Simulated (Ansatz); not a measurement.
# FeSi: magnetic states

One table from this session's results is given with a row withheld; the runs are named, their logs left out.

Computed with Ansatz 0.2.0 (DFT PBE, scalar-relativistic, plane waves, PAW, unless a step's input says otherwise).

1 further run of the same task is left out (it didn't finish).

### The system as given

The structure is cubic, space group F-43m (No. 216). The conventional cell has a = 4.998 Å, b = 4.998 Å, c = 4.998 Å, α = 90.00°, β = 90.00°, γ = 90.00°. Fe (site symmetry -43m) has 4 Si at 2.16 Å as nearest neighbours. Si (site symmetry -43m) has 4 Fe at 2.16 Å as nearest neighbours.

As a file:

```xyz
2
Lattice="0.0000 2.4990 2.4990 2.4990 0.0000 2.4990 2.4990 2.4990 0.0000" Properties=species:S:1:pos:R:3 pbc="T T T"
Fe    0.0000    0.0000    0.0000
Si    1.2495    1.2495    1.2495
```

This is a hypothetical structure, made by putting the elements on a prototype's sites.

Set-up of the first run:

(A quick probe on a coarse mesh, which set the mesh and smearing, is not shown.)

File input.yaml:

```yaml
crystal:
  lattice:
    - [0.0, 2.4990467842, 2.4990467842]
    - [2.4990467842, 0.0, 2.4990467842]
    - [2.4990467842, 2.4990467842, 0.0]
  atoms:
    - { symbol: Fe, position: [0.0, 0.0, 0.0], spin: 0.93 }
    - { symbol: Si, position: [0.25, 0.25, 0.25] }
basis:
  ecutwfc: 420
kpoints:
  mp_grid: { grid: [8, 8, 8] }
hamiltonian:
  xc: pbe
scf:
  occupations: { method: gaussian, width: 0.1 }
output:
  forces: true
  stress: true
  eigenvalues: true
  populations: true
magnetization:
  spin_polarized: true
relax:
  adjacent_minimum: "off"
  f_tol: 0.05
  max_steps: 80
  cell: { stress_tol: 0.5 }
```

Started as:

```console
$ ansatz run input.yaml --threads 1 --pin off --max-ram 2560MiB --backend cpu --events-out ev --progress --plain --runs-dir out
```

Steps of the session up to this table: A loose first relaxation; Full relaxation; Magnetic start: no spin polarisation; Start: ferromagnetic; Start: large parallel starting moments; Magnetic start: antiferromagnetic, doubled cell, propagation vector (0, 0, 1/2); Magnetic start: antiferromagnetic, doubled cell, propagation vector (0, 1/2, 1/2); Start: small parallel starting moments.

One of the session's tables, all rows but one given; the rest of the session is left out.

It belongs to the step «Which state is lowest». 

| start | energy above the lowest (meV/atom) | pressure (GPa) |
| --- | --- | --- |
| antiferromagnetic, doubled cell, propagation vector (0, 1/2, 1/2) | 0.00 | 0.0 |
| ferromagnetic | 2.67 | 0.0 |
| large parallel starting moments | 2.67 | 0.0 |
| small parallel starting moments | 2.67 | 0.0 |
| antiferromagnetic, doubled cell, propagation vector (0, 0, 1/2) | ? | ? |
| no spin | 18.1 | -3.1 |

Estimate the missing values for antiferromagnetic, doubled cell, propagation vector (0, 0, 1/2).

The run gave: energy above the lowest (meV/atom): 10.5; pressure (GPa): 0.1. In the column «energy above the lowest (meV/atom)» it lies between small parallel starting moments (2.67) and no spin (18.1).
